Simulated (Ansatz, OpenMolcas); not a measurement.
**C2H2Cl2 (cis-1,2-Dichloroethene): from total energies to a heat of formation**

The species is C2H2Cl2 (6 atoms), meant as a singlet with charge 0. As SMILES, `Cl/C=C\Cl`. The coordinates come from a PBE0-D4/def2-TZVP relaxation.

```xyz
6

Cl    0.7154   -1.8746   -0.4482
C     0.6418   -0.2234   -0.0289
C    -0.4756    0.4757    0.1008
Cl   -2.0467   -0.1465   -0.1276
H     1.6029    0.2461    0.1336
H    -0.4377    1.5228    0.3703
```

Total energies at PBE0/6-311+G** (OpenMolcas 26.06); the atoms run unrestricted:

| species | state | energy (Eh) |
| --- | --- | --- |
| C2H2Cl2 | singlet | -997.430001 |
| Cl | doublet | -459.996076 |
| C | triplet | -37.802971 |
| H | doublet | -0.501038 |

Harmonic wavenumbers at PBE0-D4/def2-TZVP, in cm⁻¹: 165, 429, 586, 718, 742, 879, 916, 1209, 1317, 1672, 3217, 3238.

Measured heats of formation of the gaseous atoms at 298.15 K, in kJ/mol: Cl 121.3, C 716.9, H 218.0. Spin-orbit lowering of the atoms at 298 K (mean of the ground term's levels less their thermal mean, from spectra), in kJ/mol: Cl 3.44, C 0.02. Take 1 Eh = 2625.50 kJ/mol, 1 cm⁻¹ = 0.0119627 kJ/mol, RT = 2.479 kJ/mol.

What heat of formation follows?


1. Electronic atomisation energy: 2 × (-459.996076) + 2 × (-37.802971) + 2 × (-0.501038) − (-997.430001) = 0.829831 Eh = 2178.7 kJ/mol.
2. Zero-point energy: half the sum of the wavenumbers, 7544 cm⁻¹ = 90.2 kJ/mol.
3. Thermal vibrational enthalpy, Σ hcν̃/(exp(hcν̃/kT) − 1): 3.7 kJ/mol. Translation, rotation and pV of a non-linear molecule: 4 RT = 9.9 kJ/mol.
4. The 6 free atoms carry 5/2 RT each: 37.2 kJ/mol.
5. Spin-orbit coupling lowers the free atoms by 2 × 3.44 + 2 × 0.02 = 6.9 kJ/mol.
6. Atomisation enthalpy at 298 K: 2178.7 − 6.9 − 90.2 − 3.7 − 9.9 + 37.2 = 2105.2 kJ/mol.
7. Sum of the atoms' heats of formation: 2112.4 kJ/mol. Heat of formation: 2112.4 − 2105.2 = +7.2 kJ/mol.

The tabulated value is +4.6 kJ/mol (CRC Handbook of Chemistry and Physics), so this level is off by +2.6 kJ/mol, or 0.1 % of the atomisation enthalpy. Anharmonicity and any spin-orbit splitting of the molecule are left out.
